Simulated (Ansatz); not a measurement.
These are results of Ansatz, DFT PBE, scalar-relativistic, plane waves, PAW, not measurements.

Plane waves to 420 eV, a k mesh through Γ of 8×10×4 on the computed 4-atom cell and Gaussian smearing (0.10 eV); no spin polarisation.

```xyz
4
Lattice="5.8217 0.0000 0.0000 0.0000 5.0270 0.0000 0.0000 0.0000 12.0403" Properties=species:S:1:pos:R:3 pbc="T T T"
Rb    0.3537    1.2567   10.8760
Rb    2.5571    3.7702    4.8559
Rb    3.2646    1.2567    7.1844
Rb    5.4680    3.7702    1.1643
```

Task: Is this geometry at equilibrium? Which atom feels the largest force?

Result: It isn't. Atom 3 (Rb) feels (0.30, 0.00, 0.79) eV/Å, 0.839 eV/Å in size, and symmetry-related atoms feel the same size.

Task: Give all forces and the stress.

Result:
```
atom Fx Fy Fz
 Rb1   0.296  0.000  -0.785
 Rb2  -0.296  0.000  -0.785
 Rb3   0.296  0.000   0.785
 Rb4  -0.296  0.000   0.785
```
Stress (GPa, compression positive):
```
-0.50  0.00  0.00
 0.00  1.79  0.00
 0.00  0.00  1.55
```

This form isn't the element's structure at ambient conditions.